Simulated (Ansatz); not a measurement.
# BAs: short molecular dynamics of a 16-atom cell, part 2 of 2

Aim: follow the atoms of BAs (F-43m) in time, from their lattice sites. Runs: PBE, 40 steps of 2 fs under a Langevin thermostat at 200 K; r2SCAN, 30 steps of 3 fs under a Langevin thermostat and barostat at 100 K. The cell is a 2×2×2 supercell of the structure relaxed with r2SCAN.

Ansatz 0.2.0, plane waves. The steps go on from the part before.

## 8. Positions and forces

Extended XYZ, with forces in eV/Å:

```xyz
16
Lattice="0.000 4.788 4.788 4.788 0.000 4.788 4.788 4.788 0.000" Properties=species:S:1:pos:R:3:forces:R:3 pbc="T T T" time_fs=15.0 T=51 dE=0.1044
B     0.002   -0.019   -0.049    0.037    0.241    0.647
As    1.201    1.171    1.171   -0.037    0.490    0.119
B     2.411    2.417    0.002   -0.287   -0.411   -0.086
As    3.592    3.607    1.195    0.467   -0.386   -0.063
B     2.393    0.018    2.402    0.088   -0.226   -0.079
As    3.604    1.211    3.602   -0.145   -0.163   -0.500
B     4.818    2.388    2.394   -0.416    0.359    0.107
As    5.997    3.591    3.588   -0.289    0.387    0.359
B     0.002    2.383    2.373    0.091   -0.040    0.154
As    1.218    3.603    3.586   -0.298   -0.707   -0.411
B     2.426    4.781    2.407   -0.557    0.154   -0.309
As    3.572    5.975    3.581    0.664    0.481    0.382
B     2.385    2.376    4.773   -0.031    0.221    0.434
As    3.569    3.577    5.991    0.123    0.101    0.015
B     4.753    4.792    4.815    0.334   -0.226   -0.350
As    5.974    5.982    6.005    0.256   -0.278   -0.419
16
Lattice="0.000 4.792 4.792 4.792 0.000 4.792 4.792 4.792 0.000" Properties=species:S:1:pos:R:3:forces:R:3 pbc="T T T" time_fs=30.0 T=50 dE=0.1296
B    -0.006   -0.009   -0.024    0.476   -0.040   -0.066
As    1.199    1.166    1.156    0.162    0.123    0.899
B     2.403    2.361    0.001    0.026    0.530   -0.117
As    3.615    3.617    1.181   -0.597   -0.485    0.117
B     2.419   -0.021    2.413   -0.205    0.417   -0.262
As    3.619    1.205    3.611   -0.628   -0.041   -0.380
B     4.778    2.431    2.413    0.350   -0.168   -0.068
As    6.005    3.603    3.600   -0.149   -0.174    0.292
B     0.007    2.360    2.384    0.028    0.295   -0.004
As    1.232    3.603    3.579   -0.718   -0.726   -0.075
B     2.381    4.809    2.379    0.505   -0.312    0.153
As    3.580    5.968    3.592    0.475    0.183   -0.019
B     2.364    2.355    4.801    0.372    0.454    0.008
As    3.567    3.571    5.995    0.408   -0.281    0.032
B     4.770    4.771    4.804    0.169    0.104    0.081
As    5.980    5.985    6.026   -0.673    0.121   -0.591
16
Lattice="0.000 4.792 4.792 4.792 0.000 4.792 4.792 4.792 0.000" Properties=species:S:1:pos:R:3:forces:R:3 pbc="T T T" time_fs=45.0 T=65 dE=0.1221
B     0.022    0.007   -0.017    0.160   -0.455   -0.158
As    1.197    1.174    1.172    0.142    0.289    0.622
B     2.386    2.359   -0.022    0.384    0.491    0.384
As    3.627    3.606    1.176   -0.593   -0.400    0.032
B     2.410   -0.010    2.382    0.105    0.154    0.157
As    3.621    1.195    3.617   -0.673    0.104   -0.353
B     4.769    2.426    2.431    0.461   -0.142   -0.191
As    6.013    3.612    3.613   -0.012   -0.458   -0.442
B    -0.012    2.364    2.410    0.220   -0.004   -0.194
As    1.224    3.577    3.572   -0.204   -0.130    0.227
B     2.411    4.781    2.378    0.028    0.024    0.117
As    3.593    5.959    3.612    0.247   -0.165   -0.200
B     2.400    2.385    4.826   -0.344   -0.364   -0.472
As    3.582    3.548    5.986    0.472    0.448    0.410
B     4.822    4.745    4.805   -0.512    0.525    0.293
As    5.969    5.985    6.029    0.118    0.082   -0.233
16
Lattice="0.000 4.788 4.788 4.788 0.000 4.788 4.788 4.788 0.000" Properties=species:S:1:pos:R:3:forces:R:3 pbc="T T T" time_fs=60.0 T=58 dE=0.1385
B     0.033   -0.034   -0.040   -0.070    0.333    0.425
As    1.197    1.195    1.195    0.257   -0.065   -0.333
B     2.413    2.412   -0.011   -0.150   -0.416    0.184
As    3.621    3.582    1.169    0.137   -0.083    0.324
B     2.415    0.019    2.372    0.108   -0.489    0.128
As    3.606    1.189    3.606   -0.063   -0.123   -0.413
B     4.806    2.382    2.408   -0.190    0.521    0.315
As    6.019    3.614    3.608   -0.257    0.033   -0.302
B    -0.004    2.370    2.400    0.061   -0.330    0.095
As    1.216    3.551    3.578    0.109    0.327   -0.291
B     2.443    4.758    2.388   -0.415    0.168    0.147
As    3.608    5.953    3.627   -0.004    0.156   -0.243
B     2.384    2.377    4.783   -0.020   -0.434    0.188
As    3.602    3.519    5.967   -0.194    1.078    0.489
B     4.817    4.793    4.854   -0.314   -0.571   -0.640
As    5.962    5.980    6.028    1.005   -0.104   -0.074
16
Lattice="0.000 4.786 4.786 4.786 0.000 4.786 4.786 4.786 0.000" Properties=species:S:1:pos:R:3:forces:R:3 pbc="T T T" time_fs=75.0 T=72 dE=0.1253
B     0.020   -0.013    0.002   -0.012    0.002   -0.158
As    1.207    1.211    1.197    0.412   -0.856   -0.209
B     2.413    2.399    0.006   -0.145   -0.162   -0.229
As    3.614    3.554    1.176    0.130    0.596    0.601
B     2.441   -0.024    2.363   -0.137    0.195   -0.032
As    3.595    1.189    3.589    0.240   -0.376   -0.039
B     4.809    2.412    2.434   -0.141   -0.127   -0.205
As    6.026    3.617    3.586   -0.247   -0.026    0.299
B     0.022    2.325    2.405   -0.242    0.593    0.134
As    1.211    3.543    3.590   -0.101    0.283    0.036
B     2.426    4.739    2.414   -0.059    0.234   -0.055
As    3.620    5.958    3.636   -0.444   -0.189   -0.480
B     2.364    2.322    4.775    0.324    0.405    0.384
As    3.615    3.518    5.966   -0.269    0.208    0.123
B     4.791    4.785    4.825    0.395   -0.348   -0.015
As    5.976    5.975    6.042    0.296   -0.433   -0.154
16
Lattice="0.000 4.787 4.787 4.787 0.000 4.787 4.787 4.787 0.000" Properties=species:S:1:pos:R:3:forces:R:3 pbc="T T T" time_fs=90.0 T=56 dE=0.1686
B     0.010    0.010    0.033   -0.028   -0.353   -0.537
As    1.227    1.206    1.184   -0.237   -0.525    0.457
B     2.382    2.385   -0.002    0.581    0.163   -0.175
As    3.617    3.545    1.196   -0.466    0.910    0.288
B     2.453   -0.033    2.361   -0.322    0.393   -0.146
As    3.585    1.184    3.576    0.684   -0.076    0.312
B     4.807    2.445    2.431   -0.020   -0.915   -0.234
As    6.025    3.623    3.573   -0.060   -0.310    0.321
B     0.019    2.357    2.424    0.069    0.087   -0.242
As    1.201    3.550    3.613    0.100    0.147    0.516
B     2.405    4.737    2.453    0.350    0.198   -0.377
As    3.627    5.967    3.634   -0.492   -0.407   -0.320
B     2.410    2.314    4.812   -0.407    0.433   -0.092
As    3.617    3.525    5.972    0.137    0.083    0.064
B     4.812    4.744    4.796    0.156    0.486    0.441
As    5.997    5.962    6.054   -0.046   -0.314   -0.277
```

## 9. Summary of results

What follows sums up all 2 parts. Changes of volume or cell count from the first structure of part 1.

| quantity | value |
| --- | --- |
| run 1: length | 40 steps of 2 fs |
| run 1: temperature, first and last step | 188 and 164 K |
| run 1: temperature, second half | mean 145 K, from 92 to 190 K |
| run 1: potential energy, second half | +20 meV/atom from this run's first step |
| run 1: mean square displacement, second half | B 0.005, As 0.004 Å² |
| run 2: length | 30 steps of 3 fs |
| run 2: temperature, first and last step | 94 and 56 K |
| run 2: temperature, second half | mean 63 K, from 48 to 79 K |
| run 2: potential energy, second half | +9 meV/atom from this run's first step |
| run 2: largest change of the conserved energy | 0.19 meV/atom |
| run 2: volume, first and last step | 13.68 and 13.71 Å³/atom |
| run 2: mean square displacement, second half | B 0.002, As 0.002 Å² |

Run 1: Against a set 200 K the second half averages 145 K with a spread of 27 K (in equilibrium 16 atoms would scatter by about 41 K, over a far longer run); 20 meV/atom has gone into potential energy, and a thermostat that acts over some 100 fs has not made it up in 80 fs. No atom gets farther than 0.13 Å from its start, with the drift of the whole removed, against a typical distance of 2.1 Å between sites at the start. Run 2: Against a set 100 K the second half averages 63 K with a spread of 10 K (in equilibrium 16 atoms would scatter by about 20 K, over a far longer run); 9 meV/atom has gone into potential energy, and a thermostat that acts over some 100 fs has not made it up in 90 fs. The conserved energy strays from its start by at most 0.19 meV/atom, 2.5 % of the mean kinetic energy, fair for a step of 3 fs. The farthest move is 0.09 Å, against a mean nearest distance of 2.1 Å at the start: no atom has changed site so far. The volume changes by +0.2 % from first to last step. Averages from a run of 90 fs with 16 atoms are rough.
